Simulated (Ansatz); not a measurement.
## Formation energy of NbC

Level of theory: DFT, PBE with spin–orbit coupling, two-component spinors; plane waves to 420 eV with PAW datasets (Ansatz 0.2.0), Γ-centred 14×14×14 mesh, 0.05 eV Gaussian smearing. The datasets are Ansatz's generated set soft_2.

The chain of runs began from a cell as deposited in COD, expanded in volume.

It takes space group Fm-3m (No. 225, cubic). The conventional cell has a = 4.485 Å, b = 4.485 Å, c = 4.485 Å, α = 90.00°, β = 90.00°, γ = 90.00°. Around Nb (site symmetry m-3m) lie 6 C at 2.24 Å. C (site symmetry m-3m) is surrounded by 6 Nb at 2.24 Å. (Neighbours are counted to 15 % beyond the shortest distance.)

The elements were computed in their standard states with the same datasets, cutoff and functional. Absolute energies hang on the potentials; compare differences alone.

Energy of the relaxed cell (2 atoms, smearing extrapolated to zero): -4805.315 eV. Elements, in eV/atom: Nb -4553.283, C -250.947.

Q: What is the formation energy?

A: [-4805.315 − (1 × -4553.283 + 1 × -250.947)] / 2 = -0.54 eV/atom, or -52 kJ per mole of atoms.

The value is for 0 K, without zero-point energy. A negative value shows stability against the elements alone, not against other compounds or structures.

The calculation's cell holds 17 valence electrons, an odd number. Without magnetic order each Kramers pair of bands takes two, so one stays part-filled and the crystal must be a metal. (Only strong correlation, outside this picture, could make a Mott insulator of it.)
